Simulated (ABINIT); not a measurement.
Runs of ABINIT 10.8.3 (patched build) on CdF2. Symmetry: Fm-3m, No. 225, cubic system. Conventional cell: a = 5.388 Å, b = 5.388 Å, c = 5.388 Å, α = 90.00°, β = 90.00°, γ = 90.00°. Cd (site symmetry m-3m) is surrounded by 8 F at 2.33 Å. Around F (site symmetry -43m) lie 4 Cd at 2.33 Å. 

```tsv
level	gap on the mesh (eV)	pressure (GPa)
revPBE	3.26	(a)
LDA	2.81	-6.7
WC	2.97	-1.4
SCAN	3.65	(b)
PW91	3.11	3.4
BLYP	3.13	7.4
PBEsol	2.94	-1.3
RPBE	3.30	9.0
```

Alike in all rows: task single point; potentials or basis JTH PAW PBE v2.0; no spin polarisation; cell as given; k mesh 9 × 9 × 9; cutoff (eV) 762; smearing fermi-dirac 0.05 eV.

Task: Estimate the missing entries.

Result: (a) 7.8; (b) -2.2.

Caveats: the PAW data sets were made with another functional, which shifts forces and pressure a little; an odd mesh through Γ misses points on the zone boundary, where band edges often lie.

A k mesh can miss the band edges, and the runs leave out spin-orbit coupling on Cd.

Runs at the PBE level aren't shown here.
